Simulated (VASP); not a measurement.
# Sb (R-3m) in VASP: a series of runs

The runs below take Sb through relaxation of cell and atoms, with LDA, r2SCAN+rVV10, PBE+D3(BJ).

Program: VASP 6.6.1. These are calculated values, not measurements. Logs are shortened: lines on timing, memory, paths and dates and some standing lists are left out, and cuts for length are marked.

**1. The structure**

The structure is trigonal, space group R-3m (No. 166). Conventional cell: a = 4.308 Å, b = 4.308 Å, c = 11.274 Å, α = 90.00°, β = 90.00°, γ = 120.00°. Around Sb (site symmetry 3m) lie 3 Sb at 2.91 Å.

**2. Relaxation of cell and atoms, LDA, target pressure 6.4 GPa, at which the enthalpy is minimised**

Input file INCAR:

```
PREC = Accurate
ENCUT = 600
EDIFF = 1E-6
ISMEAR = 1
SIGMA = 0.1
LREAL = F
LASPH = T
NELM = 80
ALGO = Normal
ISIF = 3
LWAVE = F
LCHARG = F
GGA = CA
IBRION = 2
NSW = 90
EDIFFG = -0.01
PSTRESS = 64.0
```

Input file KPOINTS:

```
regular mesh
0
Gamma
  10 10 10
```

Input file POSCAR:

```
Sb
1.0
    2.1542000000      1.2437279499      3.7580000000
   -2.1542000000      1.2437279499      3.7580000000
    0.0000000000     -2.4874558998      3.7580000000
Sb
2
Direct
    0.2334900000      0.2334900000      0.2334900000
    0.7665100000      0.7665100000      0.7665100000
```

Potentials or basis: VASP PAW LDA potentials, release 64 (Sb).

Run with:

```sh
cat potpaw_LDA.64/Sb/POTCAR > POTCAR
mpirun -np 1 vasp_std > vasp.out
```

OUTCAR:

```text
PREC = Accurate
   ENCUT = 600
   EDIFF = 1E-6
   ISMEAR = 1
   LREAL = F
   LASPH = T
   NELM = 80
   ISIF = 3
   GGA = CA
   IBRION = 2
   NSW = 90
   EDIFFG = -0.01
   PSTRESS = 64.0

 ion  position               nearest neighbor table
   1  0.233  0.233  0.233-   2 2.91   2 2.91   2 2.91   2 3.35   2 3.35   2 3.35
   2  0.767  0.767  0.767-   1 2.91   1 2.91   1 2.91   1 3.35   1 3.35   1 3.35

  LATTYP: Found a trigonal (rhomboedric) cell.
 ALAT       =     4.5066618304
 COS(alpha) =     0.5430253624

  Lattice vectors:

 A1 = (   2.1542000000,   1.2437279499,   3.7580000000)
 A2 = (  -2.1542000000,   1.2437279499,   3.7580000000)
 A3 = (   0.0000000000,  -2.4874558998,   3.7580000000)

Analysis of symmetry for initial positions (statically):
=====================================================================
 Subroutine PRICEL returns:
 Original cell was already a primitive cell.

 Routine SETGRP: Setting up the symmetry group for a
 trigonal (rhombohedral) supercell.

 Subroutine GETGRP returns: Found 12 space group operations
 (whereof 12 operations were pure point group operations)
 out of a pool of 12 trial point group operations.

The static configuration has the point symmetry D_3d.

Analysis of symmetry for dynamics (positions and initial velocities):
=====================================================================
 Subroutine PRICEL returns:
 Original cell was already a primitive cell.

 Routine SETGRP: Setting up the symmetry group for a
 trigonal (rhombohedral) supercell.

 Subroutine GETGRP returns: Found 12 space group operations
 (whereof 12 operations were pure point group operations)
 out of a pool of 12 trial point group operations.

The dynamic configuration has the point symmetry D_3d.

 Subroutine INISYM returns: Found 12 space group operations
 (whereof 12 operations are pure point group operations),
 and found     1 'primitive' translations

----------------------------------------------------------------------------------------

                                     Primitive cell

  volume of cell :      60.4115

  direct lattice vectors                    reciprocal lattice vectors
     2.154200000  1.243727950  3.758000000     0.232104726  0.134005726  0.088699663
    -2.154200000  1.243727950  3.758000000    -0.232104726  0.134005726  0.088699663
     0.000000000 -2.487455900  3.758000000     0.000000000 -0.268011452  0.088699663

  length of vectors
     4.506661830  4.506661830  4.506661830     0.282307932  0.282307932  0.282307932

  position of ions in fractional coordinates (direct lattice)
     0.233490000  0.233490000  0.233490000
     0.766510000  0.766510000  0.766510000

  ion indices of the primitive-cell ions
   primitive index   ion index
                 1           1
                 2           2

----------------------------------------------------------------------------------------

 KPOINTS: regular mesh

Automatic generation of k-mesh.
 Grid dimensions read from file:
 generate k-points for:   10   10   10

 Generating k-lattice:

  Cartesian coordinates                     Fractional coordinates (reciprocal lattice)
     0.023210473  0.013400573  0.008869966     0.100000000  0.000000000 -0.000000000
    -0.023210473  0.013400573  0.008869966     0.000000000  0.100000000 -0.000000000
     0.000000000 -0.026801145  0.008869966    -0.000000000 -0.000000000  0.100000000

  Length of vectors
     0.028230793  0.028230793  0.028230793

  Shift w.r.t. Gamma in fractional coordinates (k-lattice)
     0.000000000  0.000000000  0.000000000

 Subroutine IBZKPT returns following result:
 ===========================================

 Found    116 irreducible k-points:

 Following reciprocal coordinates:
            Coordinates               Weight
  0.000000  0.000000  0.000000      1.000000
  0.100000 -0.000000 -0.000000      6.000000
  0.200000 -0.000000 -0.000000      6.000000
  0.300000 -0.000000 -0.000000      6.000000
  0.400000 -0.000000  0.000000      6.000000
  0.500000 -0.000000 -0.000000      3.000000
[... 16 lines left out ...]
  0.300000  0.300000 -0.000000      6.000000
  0.400000  0.300000 -0.000000     12.000000
 [... further k-points ...]
   k-points           NKPTS =    116   k-points in BZ     NKDIM =    116   number of bands    NBANDS=      9
   number of dos      NEDOS =    301   number of ions     NIONS =      2
   total plane-waves  NPLWV =  46656
   dimension x,y,z NGX =    36 NGY =   36 NGZ =   36
   dimension x,y,z NGXF=    72 NGYF=   72 NGZF=   72
   ions per type =               2
   NGX,Y,Z   is equivalent  to a cutoff of  13.28, 13.28, 13.28 a.u.
   NGXF,Y,Z  is equivalent  to a cutoff of  26.56, 26.56, 26.56 a.u.
 SYSTEM =  unknown system
   PREC   = accura    normal or accurate (medium, high low for compatibility)
   ISTART =      0    job   : 0-new  1-cont  2-samecut
   ICHARG =      2    charge: 1-file 2-atom 10-const
   ISPIN  =      1    spin polarized calculation?
   LNONCOLLINEAR =      F non collinear calculations
   LSORBIT =      F    spin-orbit coupling
   LASPH  =      T    aspherical Exc in radial PAW
   ENCUT  =  600.0 eV  44.10 Ry    6.64 a.u.   9.00  9.00  9.00*2*pi/ulx,y,z
   NELM   =     80;   NELMIN=  2; NELMDL= -5     # of ELM steps
   EDIFF  = 0.1E-05   stopping-criterion for ELM
   LREAL  =      F    real-space projection
   EDIFFG = -.1E-01   stopping-criterion for IOM
   NSW    =     90    number of steps for IOM
   IBRION =      2    ionic relax: 0-MD 1-quasi-New 2-CG
   NFREE  =      1    steps in history (QN), initial steepest desc. (CG)
   ISIF   =      3    stress and relaxation
   ISYM   =      2    0-nonsym 1-usesym 2-fastsym
   POTIM  = 0.5000    time-step for ionic-motion
   TEBEG  =    0.0;   TEEND  =   0.0 temperature during run
   PSTRESS=   64.0 pullay stress
   NELECT =      10.0000    total number of electrons
   NUPDOWN=      -1.0000    fix difference up-down
   EMIN   =  10.00;   EMAX   =-10.00  energy-range for DOS
   EFERMI =   0.00;   METHOD = LEGACY
   ISMEAR =     1;   SIGMA  =   0.10  broadening in eV -4-tet -1-fermi 0-gaus
   EFERMI_NEDOS =   21; number of points for ismear=-14 and -15
   IALGO  =     38    algorithm
   IMIX   =      4    mixing-type and parameters
     AMIX     =   0.40;   BMIX     =  1.00
     AMIX_MAG =   1.60;   BMIX_MAG =  1.00
  volume/ion in A,a.u.               =      30.21       203.84
  Fermi-wavevector in a.u.,A,eV,Ry     =   0.898880  1.698637 10.993305  0.807985
  Thomas-Fermi vector in A             =   2.021644
   LORBIT       =      0    0 simple, 1 ext, 2 COOP (PROOUT), +10 PAW based schemes
   GGA     = CA    functional components
   LHFCALC =     F    Hartree Fock is set to
   AEXX    =    0.0000 exact exchange contribution
   IVDW    =     0    specifies the selected vdW correction
   LEPSILON=     F    determine dielectric tensor
   LRPA    =     F    only Hartree local field effects (RPA)
 conjugate gradient relaxation of ions
 non-spin polarized calculation
 Methfessel and Paxton  Order N= 1 SIGMA  =   0.10
  energy-cutoff  :      600.00
  volume of cell :       60.41
 maximum number of plane-waves:      2036
   NGX = 17   NGY = 17   NGZ = 17

--------------------------------------- Ionic step        1  -------------------------------------------

 number of electron      10.0000000 magnetization

 Free energy of the ion-electron system (eV)
  ---------------------------------------------------
  ext. energy  EPLUGINS =         0.00000000
  ---------------------------------------------------
  free energy    TOTEN  =        -9.62067114 eV

  energy without entropy =       -9.62066025  energy(sigma->0) =       -9.62066751

 E-fermi :   7.0939     XC(G=0):  -9.7175

 val. band max:        7.0666397604   @ k =   0.4000   0.1000   0.1000
 cond. band min:       7.2280746669   @ k =   0.4000   0.1000   0.1000
 fundamental gap:      0.1614349065
 Fermi energy:         7.0939387893

 k-point     1 :       0.0000    0.0000    0.0000
  band No.  band energies     occupation
      1      -5.6012      2.00000
      2       2.2478      2.00000
      3       5.0871      2.00000
      4       5.3484      2.00000
      5       5.3484      2.00000
      6       9.1843      0.00000
      7       9.8058      0.00000
      8       9.8058      0.00000
      9      12.2234      0.00000
[... 678 lines left out ...]
  FREE ENERGIE OF THE ION-ELECTRON SYSTEM (eV)
  ---------------------------------------------------
  free  energy   TOTEN  =        -9.5355756066 eV

  energy  without entropy=       -9.5356005155  energy(sigma->0) =       -9.53558391

  enthalpy is  TOTEN    =        -7.3554454206 eV   P V=        2.1801301859

[... ionic steps 4 to 23 ...]

--------------------------------------- Ionic step       24  -------------------------------------------

 number of electron      10.0000000 magnetization

------------------------ aborting loop because EDIFF is reached ----------------------------------------

  FORCE on cell =-STRESS in cart. coord.  units (eV):
  Direction    XX          YY          ZZ          XY          YZ          ZX
  --------------------------------------------------------------------------------------
  -------------------------------------------------------------------------------------
  Total        2.0303970      2.0303970      2.0405354      0.0000000     -0.0000000      0.0000000
  in kB       62.5078516     62.5078516     62.8199721      0.0000000     -0.0000000      0.0000000
  external PRESSURE =      -1.3881082 kB  Pullay stress =      64.0000000 kB
[... 61 lines left out ...]
  enthalpy is  TOTEN    =        -7.4300319657 eV   P V=        2.0726437226

--------------------------------------- Ionic step       26  -------------------------------------------

 number of electron      10.0000000 magnetization

 Free energy of the ion-electron system (eV)
  ---------------------------------------------------
  ext. energy  EPLUGINS =         0.00000000
  ---------------------------------------------------
  free energy    TOTEN  =        -9.50593876 eV

  energy without entropy =       -9.50538086  energy(sigma->0) =       -9.50575279

 E-fermi :   8.8968     XC(G=0): -10.3867

 val. band max:        8.8747224116   @ k =  -0.4000   0.1000   0.0000
 cond. band min:       8.9108656330   @ k =   0.4000   0.3000   0.3000
 fundamental gap:      0.0361432214
 Fermi energy:         8.8967705993

 k-point     1 :       0.0000    0.0000    0.0000
  band No.  band energies     occupation
      1      -4.6783      2.00000
      2       5.1221      2.00000
      3       6.9593      2.00000
      4       6.9593      2.00000
      5       7.0024      2.00000
      6      12.4376      0.00000
      7      12.4524      0.00000
      8      12.4524      0.00000
      9      13.5050      0.00000
[... 305 lines left out ...]
  FREE ENERGIE OF THE ION-ELECTRON SYSTEM (eV)
  ---------------------------------------------------
  free  energy   TOTEN  =        -9.5059387566 eV

  energy  without entropy=       -9.5053808641  energy(sigma->0) =       -9.50575279

  enthalpy is  TOTEN    =        -7.4300728738 eV   P V=        2.0758658828

 reached required accuracy - stopping structural energy minimisation
```

Wall time 3.8 min (1 thread of Intel Xeon 6975P-C (Granite Rapids), shared host); peak memory 0.22 GiB.

Results:

```
Free energy                                            : -9.5059 eV
Relaxed volume                                         : 25.98 Å³/atom
Relaxed cell                                           : a = 4.184 Å, b = 4.184 Å, c = 4.184 Å, α = 60.14°, β = 60.14°, γ = 60.14°
Space group after relaxing (to 0.05 Å)                 : Pm-3m (No. 221)
Energy change on relaxing (the enthalpy is what falls) : +57.4 meV/atom
Ionic steps                                            : 26
Pressure after relaxing                                : 6.4 GPa
Largest force after relaxing                           : 0.004 eV/Å
Band gap on the k mesh                                 : none (metal or under the smearing width)
```

Forces on the atoms (eV/Å):
```
Sb   0.000  0.000 -0.004
Sb   0.000  0.000  0.004
```

The path:
```
step  energy change (eV)  largest force (eV/Å)  pressure (GPa)  volume (Å³)
   1              0.0000                0.1054           -0.91        60.41
   2              0.4688                1.4082           17.64        49.15
   3              0.0851                0.6725            6.36        54.58
   4              0.0895                0.6853            6.54        54.46
   5              0.0836                0.3799            6.66        53.70
   6              0.1083                0.0911            7.10        52.50
   7              0.1183                0.0746            7.30        52.21
   8              0.1345                0.0684            7.66        51.79
   9              0.0616                0.0610            4.00        53.78
  10              0.1029                0.0163            6.26        52.50
  11              0.1029                0.0225            6.23        52.47
  12              0.1040                0.0546            6.16        52.38
  13              0.1186                0.0709            6.33        52.15
  14              0.1051                0.0628            6.16        52.35
  15              0.1219                0.0782            6.85        51.92
  16              0.1165                0.0742            6.63        52.05
  17              0.1174                0.0659            6.62        52.01
  18              0.1210                0.0326            6.65        51.89
  19              0.1230                0.0162            6.69        51.84
  20              0.1059                0.0129            5.90        52.25
  21              0.1093                0.0130            6.05        52.16
  22              0.1094                0.0199            6.08        52.14
  23              0.1110                0.0033            6.23        52.06
  24              0.1118                0.0070            6.26        52.04
  25              0.1180                0.0017            6.55        51.89
  26              0.1147                0.0044            6.40        51.97
```

Final structure:
```
Sb
1.0
     2.09664    1.21050    3.41264
    -2.09664    1.21050    3.41264
     0.00000   -2.42100    3.41264
Sb
2
Direct
  0.25010 0.25010 0.25010
  0.74990 0.74990 0.74990
```

Caveat: the cell is relaxed towards a set pressure, so the enthalpy falls and the energy may rise. The run has no spin-orbit coupling, so splittings on Sb are missing.

**3. Relaxation of cell and atoms, LDA, target pressure 6.4 GPa, at which the enthalpy is minimised**

This run uses another cell than the first one, of 25.98 Å³/atom, 0.860 times its volume.

INCAR, as its differences from that of step 2:

```diff
@@ -2,3 +2,3 @@
 ENCUT = 600
-EDIFF = 1E-6
+EDIFF = 1E-7
 ISMEAR = 1
@@ -15,3 +15,3 @@
 NSW = 90
-EDIFFG = -0.01
+EDIFFG = -0.005
 PSTRESS = 64.0
```

KPOINTS is that of step 2.

Input file POSCAR:

```
Sb                                      
1.0
    2.0966432114      1.2104975226      3.4126379188
   -2.0966432114      1.2104975226      3.4126379188
    0.0000000000     -2.4209950453      3.4126379188
  Sb            
     2
Direct
     0.2500996916442740    0.2500996916442740    0.2500996916442740
     0.7499003083557260    0.7499003083557260    0.7499003083557260
```

Potentials or basis: VASP PAW LDA potentials, release 64 (Sb).

Run with:

```sh
cat potpaw_LDA.64/Sb/POTCAR > POTCAR
mpirun -np 1 vasp_std > vasp.out
```

Wall time 18 s (1 thread of Intel Xeon 6975P-C (Granite Rapids), shared host); peak memory 0.2 GiB.

Results (log left out):

```
Free energy                  : -9.5057 eV
Pressure after relaxing      : 6.4 GPa
Largest force after relaxing : 0.004 eV/Å
Band gap on the k mesh       : none (metal or under the smearing width)
```

Forces on the atoms (eV/Å):
```
Sb   0.000  0.000 -0.004
Sb   0.000  0.000  0.004
```

Final structure:
```
CELL_PARAMETERS angstrom
2.09664 1.21050 3.41264
-2.09664 1.21050 3.41264
0.00000 -2.42100 3.41264
ATOMIC_POSITIONS crystal
Sb 0.25010 0.25010 0.25010
Sb 0.74990 0.74990 0.74990
```

Levels at points of the mesh, in eV from the Fermi level:
| k point | band 2 | band 3 | band 4 | band 5 | band 6 | band 7 | band 8 | band 9 |
| --- | --- | --- | --- | --- | --- | --- | --- | --- |
| (0.00, 0.00, 0.00) | -3.77 | -1.94 | -1.94 | -1.89 | 3.54 | 3.56 | 3.56 | 4.61 |
| (0.50, 0.00, 0.00) | -10.52 | -0.78 | -0.77 | -0.76 | -0.75 | 0.39 | 0.39 | 9.12 |
| (0.50, 0.50, 0.00) | -7.44 | -6.59 | -4.21 | -4.18 | 1.65 | 6.02 | 6.03 | 8.65 |
| (0.50, 0.50, 0.50) | -10.50 | -0.79 | -0.79 | -0.78 | -0.78 | 0.35 | 0.36 | 9.16 |

Caveat: the relaxation stopped at its first step, so nothing moved; the cell is relaxed towards a set pressure, so the enthalpy falls and the energy may rise.

(Continued in part 2 of 3.)
